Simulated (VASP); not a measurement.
# Os (Fm-3m) in VASP: equation of state

Aim: energy against volume of Os in PBE, for its equilibrium volume and stiffness.

Program: VASP 6.6.1. These are calculated values, not measurements. Logs are shortened: lines on timing, memory, paths and dates and some standing lists are left out, and cuts for length are marked.

### Step 1. The crystal as given

Symmetry: Fm-3m, No. 225, cubic system. The conventional cell has a = 3.890 Å, b = 3.890 Å, c = 3.890 Å, α = 90.00°, β = 90.00°, γ = 90.00°. Around Os (site symmetry m-3m) lie 12 Os at 2.75 Å.

This isn't the form of Os at room conditions, which is hcp.

### Step 2. Equation of state, PBE, 13.83 Å³/atom (volume scaled by 0.94)

The input, INCAR:

```
SYSTEM = Os
  ALGO = Normal
  EDIFF = 1E-7
  ENCUT = 520
  GGA = PE
  ISIF = 2
  ISMEAR = -1
  LASPH = .TRUE.
  LCHARG = .FALSE.
  LREAL = .FALSE.
  LWAVE = .FALSE.
  NBANDS = 10
  NELM = 80
  PREC = Accurate
  SIGMA = 0.05
```

The input, KPOINTS:

```
k-points
0
G
  12 12 12
  0 0 0
```

The input, POSCAR:

```
Os
1.0
    0.0000000000      1.9052949815      1.9052949815
    1.9052949815      0.0000000000      1.9052949815
    1.9052949815      1.9052949815      0.0000000000
Os
1
Direct
    0.0000000000      0.0000000000      0.0000000000
```

Potentials or basis: VASP PAW PBE potentials, release 64 (Os).

Started as:

```sh
$ cat potpaw_PBE.64/Os/POTCAR > POTCAR
$ mpirun -np 1 vasp_std > vasp.out
```

OUTCAR:

```text
SYSTEM = Os
   EDIFF = 1E-7
   ENCUT = 520
   GGA = PE
   ISIF = 2
   ISMEAR = -1
   LASPH = .TRUE.
   LREAL = .FALSE.
   NELM = 80
   PREC = Accurate

 ion  position               nearest neighbor table
   1  0.000  0.000  0.000-

  LATTYP: Found a face centered cubic cell.
 ALAT       =     3.8105899630

  Lattice vectors:

 A1 = (   0.0000000000,   1.9052949815,   1.9052949815)
 A2 = (   1.9052949815,   0.0000000000,   1.9052949815)
 A3 = (   1.9052949815,   1.9052949815,   0.0000000000)

Analysis of symmetry for initial positions (statically):
=====================================================================
 Subroutine PRICEL returns:
 Original cell was already a primitive cell.

 Routine SETGRP: Setting up the symmetry group for a
 face centered cubic supercell.

 Subroutine GETGRP returns: Found 48 space group operations
 (whereof 48 operations were pure point group operations)
 out of a pool of 48 trial point group operations.

The static configuration has the point symmetry O_h .

Analysis of symmetry for dynamics (positions and initial velocities):
=====================================================================
 Subroutine PRICEL returns:
 Original cell was already a primitive cell.

 Routine SETGRP: Setting up the symmetry group for a
 face centered cubic supercell.

 Subroutine GETGRP returns: Found 48 space group operations
 (whereof 48 operations were pure point group operations)
 out of a pool of 48 trial point group operations.

The dynamic configuration has the point symmetry O_h .

 Subroutine INISYM returns: Found 48 space group operations
 (whereof 48 operations are pure point group operations),
 and found     1 'primitive' translations

----------------------------------------------------------------------------------------

                                     Primitive cell

  volume of cell :      13.8330

  direct lattice vectors                    reciprocal lattice vectors
     0.000000000  1.905294981  1.905294981    -0.262426556  0.262426556  0.262426556
     1.905294981  0.000000000  1.905294981     0.262426556 -0.262426556  0.262426556
     1.905294981  1.905294981  0.000000000     0.262426556  0.262426556 -0.262426556

  length of vectors
     2.694494003  2.694494003  2.694494003     0.454536128  0.454536128  0.454536128

  position of ions in fractional coordinates (direct lattice)
     0.000000000  0.000000000  0.000000000

  ion indices of the primitive-cell ions
   primitive index   ion index
                 1           1

----------------------------------------------------------------------------------------

 KPOINTS: k-points

Automatic generation of k-mesh.
 Grid dimensions read from file:
 generate k-points for:   12   12   12

 Generating k-lattice:

  Cartesian coordinates                     Fractional coordinates (reciprocal lattice)
    -0.021868880  0.021868880  0.021868880     0.083333333  0.000000000  0.000000000
     0.021868880 -0.021868880  0.021868880     0.000000000  0.083333333  0.000000000
     0.021868880  0.021868880 -0.021868880     0.000000000  0.000000000  0.083333333

  Length of vectors
     0.037878011  0.037878011  0.037878011

  Shift w.r.t. Gamma in fractional coordinates (k-lattice)
     0.000000000  0.000000000  0.000000000

 Subroutine IBZKPT returns following result:
 ===========================================

 Found     72 irreducible k-points:

 Following reciprocal coordinates:
            Coordinates               Weight
  0.000000  0.000000  0.000000      1.000000
  0.083333  0.000000  0.000000      8.000000
  0.166667  0.000000  0.000000      8.000000
  0.250000  0.000000  0.000000      8.000000
  0.333333  0.000000  0.000000      8.000000
  0.416667  0.000000  0.000000      8.000000
[... 42 lines left out ...]
  0.333333  0.250000  0.083333     24.000000
  0.416667  0.250000  0.083333     48.000000
 [... further k-points ...]
   k-points           NKPTS =     72   k-points in BZ     NKDIM =     72   number of bands    NBANDS=     10
   number of dos      NEDOS =    301   number of ions     NIONS =      1
   total plane-waves  NPLWV =   8000
   dimension x,y,z NGX =    20 NGY =   20 NGZ =   20
   dimension x,y,z NGXF=    40 NGYF=   40 NGZF=   40
   ions per type =               1
   NGX,Y,Z   is equivalent  to a cutoff of  12.34, 12.34, 12.34 a.u.
   NGXF,Y,Z  is equivalent  to a cutoff of  24.68, 24.68, 24.68 a.u.
 SYSTEM =  Os
   PREC   = accura    normal or accurate (medium, high low for compatibility)
   ISTART =      0    job   : 0-new  1-cont  2-samecut
   ICHARG =      2    charge: 1-file 2-atom 10-const
   ISPIN  =      1    spin polarized calculation?
   LNONCOLLINEAR =      F non collinear calculations
   LSORBIT =      F    spin-orbit coupling
   LASPH  =      T    aspherical Exc in radial PAW
   ENCUT  =  520.0 eV  38.22 Ry    6.18 a.u.   5.01  5.01  5.01*2*pi/ulx,y,z
   NELM   =     80;   NELMIN=  2; NELMDL= -5     # of ELM steps
   EDIFF  = 0.1E-06   stopping-criterion for ELM
   LREAL  =      F    real-space projection
   EDIFFG = 0.1E-05   stopping-criterion for IOM
   NSW    =      0    number of steps for IOM
   IBRION =     -1    ionic relax: 0-MD 1-quasi-New 2-CG
   NFREE  =      0    steps in history (QN), initial steepest desc. (CG)
   ISIF   =      2    stress and relaxation
   ISYM   =      2    0-nonsym 1-usesym 2-fastsym
   POTIM  = 0.5000    time-step for ionic-motion
   TEBEG  =    0.0;   TEEND  =   0.0 temperature during run
   PSTRESS=    0.0 pullay stress
   NELECT =       8.0000    total number of electrons
   NUPDOWN=      -1.0000    fix difference up-down
   EMIN   =  10.00;   EMAX   =-10.00  energy-range for DOS
   EFERMI =   0.00;   METHOD = LEGACY
   ISMEAR =    -1;   SIGMA  =   0.05  broadening in eV -4-tet -1-fermi 0-gaus
   EFERMI_NEDOS =   21; number of points for ismear=-14 and -15
   IALGO  =     38    algorithm
   IMIX   =      4    mixing-type and parameters
     AMIX     =   0.40;   BMIX     =  1.00
     AMIX_MAG =   1.60;   BMIX_MAG =  1.00
  volume/ion in A,a.u.               =      13.83        93.35
  Fermi-wavevector in a.u.,A,eV,Ry     =   1.363953  2.577497 25.311825  1.860367
  Thomas-Fermi vector in A             =   2.490311
   LORBIT       =      0    0 simple, 1 ext, 2 COOP (PROOUT), +10 PAW based schemes
   GGA     = PE    functional components
   LHFCALC =     F    Hartree Fock is set to
   AEXX    =    0.0000 exact exchange contribution
   IVDW    =     0    specifies the selected vdW correction
   LEPSILON=     F    determine dielectric tensor
   LRPA    =     F    only Hartree local field effects (RPA)
 non-spin polarized calculation
  energy-cutoff  :      520.00
  volume of cell :       13.83
 maximum number of plane-waves:       388
   NGX =  9   NGY =  9   NGZ =  9

 number of electron       7.9999999 magnetization

 Free energy of the ion-electron system (eV)
  ---------------------------------------------------
  ext. energy  EPLUGINS =         0.00000000
  ---------------------------------------------------
  free energy    TOTEN  =       -11.10996679 eV

  energy without entropy =      -11.10595394  energy(sigma->0) =      -11.10796037

 E-fermi :   9.5984     XC(G=0): -14.1201

 val. band max:        9.5791297362   @ k =   0.0000   0.0000   0.0000
 cond. band min:       9.6281290011   @ k =  -0.4167   0.3333   0.0000
 fundamental gap:      0.0489992649
 Fermi energy:         9.5984039345

 k-point     1 :       0.0000    0.0000    0.0000
  band No.  band energies     occupation
      1      -1.4100      2.00000
      2       6.4674      2.00000
      3       6.4674      2.00000
      4       6.4674      2.00000
      5       9.5791      1.19039
      6       9.5791      1.19039
      7      23.7559      0.00000
      8      29.6530      0.00000
      9      29.6530      0.00000
     10      29.6530      0.00000

 k-point     2 :       0.0833    0.0000    0.0000
  band No.  band energies     occupation
      1      -1.0829      2.00000
      2       6.2718      2.00000
      3       6.6139      2.00000
      4       6.6139      2.00000
      5       9.4747      1.84474
      6       9.4747      1.84474
      7      24.3632      0.00000
      8      28.1885      0.00000
      9      30.2380      0.00000
     10      30.2380      0.00000

 k-point     3 :       0.1667    0.0000    0.0000
  band No.  band energies     occupation
      1      -0.1922      2.00000
      2       5.8765      2.00000
      3       6.9090      2.00000
      4       6.9090      2.00000
      5       9.3653      1.98127
      6       9.3653      1.98127
      7      25.4444      0.00000
      8      26.4211      0.00000
      9      31.8852      0.00000
     10      31.8852      0.00000

 k-point     4 :       0.2500    0.0000    0.0000
  band No.  band energies     occupation
      1       0.9113      2.00000
      2       5.7942      2.00000
      3       6.9505      2.00000
      4       6.9505      2.00000
      5       9.7508      0.09064
      6       9.7508      0.09064
      7      23.7352      0.00000
      8      27.2431      0.00000
      9      34.2622      0.00000
     10      34.2628      0.00000
[... 430 lines left out ...]
 k-point    38 :      -0.4167    0.3333    0.0000
  band No.  band energies     occupation
      1       2.9198      2.00000
      2       4.0477      2.00000
      3       7.3362      2.00000
      4       9.6281      0.71121
      5      11.8400      0.00000
      6      17.1519      0.00000
      7      18.0675      0.00000
      8      23.5815      0.00000
      9      26.3259      0.00000
     10      31.6116      0.00000

 k-point    39 :      -0.3333    0.3333    0.0000
  band No.  band energies     occupation
      1       3.4680      2.00000
      2       4.7227      2.00000
      3       6.3978      2.00000
      4       9.0015      1.99999
      5      10.9786      0.00000
      6      15.7794      0.00000
      7      21.1595      0.00000
      8      22.1479      0.00000
      9      28.7545      0.00000
     10      30.1768      0.00000

 k-point    40 :       0.4167    0.4167    0.0000
  band No.  band energies     occupation
      1       1.9880      2.00000
      2       2.7133      2.00000
      3      10.4626      0.00000
      4      11.8123      0.00000
      5      11.9451      0.00000
      6      11.9451      0.00000
      7      23.1133      0.00000
      8      23.1133      0.00000
      9      24.0354      0.00000
     10      31.5363      0.00000

 [... further k-points ...]

------------------------ aborting loop because EDIFF is reached ----------------------------------------

  FORCE on cell =-STRESS in cart. coord.  units (eV):
  Direction    XX          YY          ZZ          XY          YZ          ZX
  --------------------------------------------------------------------------------------
  -------------------------------------------------------------------------------------
  Total        1.2852602      1.2852602      1.2852602      0.0000000      0.0000000      0.0000000
  in kB      148.8623837    148.8623837    148.8623837      0.0000000      0.0000000      0.0000000
  external PRESSURE =     148.8623837 kB  Pullay stress =       0.0000000 kB

 VOLUME and BASIS-vectors are now :
 -----------------------------------------------------------------------------
  energy-cutoff  :      520.00
  volume of cell :       13.83
      direct lattice vectors                 reciprocal lattice vectors
     0.000000000  1.905294981  1.905294981    -0.262426556  0.262426556  0.262426556
     1.905294981  0.000000000  1.905294981     0.262426556 -0.262426556  0.262426556
     1.905294981  1.905294981  0.000000000     0.262426556  0.262426556 -0.262426556

 POSITION                                       TOTAL-FORCE (eV/Angst)
 -----------------------------------------------------------------------------------
      0.00000      0.00000      0.00000         0.000000     -0.000000     -0.000000
 -----------------------------------------------------------------------------------
    total drift:                               -0.000000     -0.000000     -0.000000

  FREE ENERGIE OF THE ION-ELECTRON SYSTEM (eV)
  ---------------------------------------------------
  free  energy   TOTEN  =       -11.1099667934 eV

  energy  without entropy=      -11.1059539414  energy(sigma->0) =      -11.10796037
```

It took 5.8 s on 1 thread of AMD EPYC 9R45 (Zen 5), shared host; peak memory 0.1 GiB.

What came out:

| Item | Value |
| --- | --- |
| Free energy | -11.1100 eV |
| Pressure | 14.9 GPa |
| Band gap on the k mesh | none (metal or under the smearing width) |

### Step 3. Equation of state, PBE, 14.13 Å³/atom (volume scaled by 0.96)

The input, INCAR:

```
PREC = Accurate ; ENCUT = 520
EDIFF = 1E-7 ; ISMEAR = -1
SIGMA = 0.05 ; LREAL = F
LASPH = T ; NELM = 100
ALGO = Normal ; ISIF = 2
LWAVE = F ; LCHARG = F
GGA = PE ; NBANDS = 10
```

The input, KPOINTS:

```
Automatic mesh
0
Gamma
  12 12 12
```

The input, POSCAR:

```
Os
1.0
    0.0000000000      1.9187129938      1.9187129938
    1.9187129938      0.0000000000      1.9187129938
    1.9187129938      1.9187129938      0.0000000000
Os
1
Direct
    0.0000000000      0.0000000000      0.0000000000
```

Potentials or basis: VASP PAW PBE potentials, release 64 (Os).

Started as:

```sh
$ cat potpaw_PBE.64/Os/POTCAR > POTCAR
$ mpirun -np 1 vasp_std > vasp.out
```

Run time: 5.4 s. Hardware: 1 thread of AMD EPYC 9R45 (Zen 5), shared host; peak memory 0.1 GiB.

Results (log left out):

```
Free energy            : -11.1287 eV
Pressure               : 5.5 GPa
Band gap on the k mesh : none (metal or under the smearing width)
```

### Step 4. Equation of state, PBE, 14.42 Å³/atom (volume scaled by 0.98)

The input, INCAR:

```
ALGO     = Normal         # electronic algorithm
EDIFF    = 1E-7           # SCF threshold, eV
ENCUT    = 520            # plane-wave cutoff, eV
GGA      = PE             # functional
ISIF     = 2              # what is computed and relaxed
ISMEAR   = -1             # smearing method
LASPH    = T              # aspherical terms in the spheres
LCHARG   = F              # write CHGCAR
LREAL    = F              # projectors in reciprocal space
LWAVE    = F              # write WAVECAR
NBANDS   = 10             # bands
NELM     = 100            # most SCF steps
PREC     = Accurate       # precision mode
SIGMA    = 0.05           # smearing width, eV
```

The input, KPOINTS:

```
k-points
0
Gamma
  12 12 12
```

The input, POSCAR:

```
Os
1.0
    0.0000000000      1.9319459154      1.9319459154
    1.9319459154      0.0000000000      1.9319459154
    1.9319459154      1.9319459154      0.0000000000
Os
1
Direct
    0.0000000000      0.0000000000      0.0000000000
```

Started as:

```sh
$ cat potpaw_PBE.64/Os/POTCAR > POTCAR
$ mpirun -np 1 vasp_std > vasp.out
```

Run time: 5.5 s. Hardware: 1 thread of AMD EPYC 9R45 (Zen 5), shared host; peak memory 0.1 GiB.

Results (log left out):

| Quantity | Value |
| --- | --- |
| Free energy | -11.1312 eV |
| Pressure | -2.9 GPa |
| Band gap on the k mesh | none (metal or under the smearing width) |

### Step 5. Equation of state, PBE, 15.01 Å³/atom (volume scaled by 1.02)

The input, INCAR:

```
PREC = Accurate ; ENCUT = 520
EDIFF = 1E-7 ; ISMEAR = -1
SIGMA = 0.05 ; LREAL = F
LASPH = T ; NELM = 80
ALGO = Normal ; ISIF = 2
LWAVE = F ; LCHARG = F
GGA = PE ; NBANDS = 10
```

The input, KPOINTS:

```
regular mesh
0
Gamma
  12 12 12
```

The input, POSCAR:

```
Os
1.0
    0.0000000000      1.9578811701      1.9578811701
    1.9578811701      0.0000000000      1.9578811701
    1.9578811701      1.9578811701      0.0000000000
Os
1
Direct
    0.0000000000      0.0000000000      0.0000000000
```

Started as:

```sh
$ cat potpaw_PBE.64/Os/POTCAR > POTCAR
$ mpirun -np 1 vasp_std > vasp.out
```

Run time: 7.5 s. Hardware: 1 thread of AMD EPYC 9R45 (Zen 5), shared host; peak memory 0.11 GiB.

The run converged. Its results:

* Free energy: -11.0945 eV
* Pressure: -16.8 GPa
* Band gap on the k mesh: none (metal or under the smearing width)

### Step 6. Equation of state, PBE, 15.30 Å³/atom (volume scaled by 1.04)

The input, INCAR:

```
SYSTEM = Os
PREC = Accurate
ENCUT = 520
EDIFF = 1E-7
ISMEAR = -1
SIGMA = 0.05
LREAL = .FALSE.
LASPH = .TRUE.
NELM = 100
ALGO = Normal
ISIF = 2
LWAVE = .FALSE.
LCHARG = .FALSE.
GGA = PE
NBANDS = 10
```

The input, KPOINTS:

```
Automatic mesh
0
G
  12 12 12
  0 0 0
```

The input, POSCAR:

```
Os
1.0
    0.0000000000      1.9705950404      1.9705950404
    1.9705950404      0.0000000000      1.9705950404
    1.9705950404      1.9705950404      0.0000000000
Os
1
Direct
    0.0000000000      0.0000000000      0.0000000000
```

Potentials or basis: VASP PAW PBE potentials, release 64 (Os).

Started as:

```sh
$ cat potpaw_PBE.64/Os/POTCAR > POTCAR
$ mpirun -np 1 vasp_std > vasp.out
```

It took 7.8 s on 1 thread of AMD EPYC 9R45 (Zen 5), shared host; peak memory 0.11 GiB.

It converged, with:

- Free energy: -11.0586 eV
- Pressure: -22.6 GPa
- Band gap on the k mesh: none (metal or under the smearing width)

### Step 7. Equation of state, PBE, 15.60 Å³/atom (volume scaled by 1.06)

The input, INCAR:

```
ALGO = Normal ; EDIFF = 1E-7
ENCUT = 520 ; GGA = PE
ISIF = 2 ; ISMEAR = -1
LASPH = T ; LCHARG = F
LREAL = F ; LWAVE = F
NBANDS = 10 ; NELM = 60
PREC = Accurate ; SIGMA = 0.05
```

The input, KPOINTS:

```
k-points
0
Gamma
  12 12 12
```

The input, POSCAR:

```
Os
1.0
    0.0000000000      1.9831469396      1.9831469396
    1.9831469396      0.0000000000      1.9831469396
    1.9831469396      1.9831469396      0.0000000000
Os
1
Direct
    0.0000000000      0.0000000000      0.0000000000
```

Started as:

```sh
$ cat potpaw_PBE.64/Os/POTCAR > POTCAR
$ mpirun -np 1 vasp_std > vasp.out
```

It took 7.7 s on 1 thread of AMD EPYC 9R45 (Zen 5), shared host; peak memory 0.11 GiB.

Results (log left out):

| Item | Value |
| --- | --- |
| Free energy | -11.0126 eV |
| Pressure | -27.6 GPa |
| Band gap on the k mesh | none (metal or under the smearing width) |

### Step 8. Equation of state, PBE

Potentials or basis: VASP PAW PBE potentials, release 64 (Os).

This step only gathers the single runs of the series.

Results:

- Equilibrium volume: 14.32 Å³/atom
- Bulk modulus: 398 GPa
- Pressure derivative of the bulk modulus: 5.0

Energy against volume, from the lowest point:
```csv
volume (Å³/atom),energy (meV/atom)
13.833,21.21
14.127,2.47
14.422,0.00
14.716,11.93
15.010,36.65
15.305,72.61
15.599,118.53
```

Spin-orbit coupling is left out, which matters for the levels of Os.
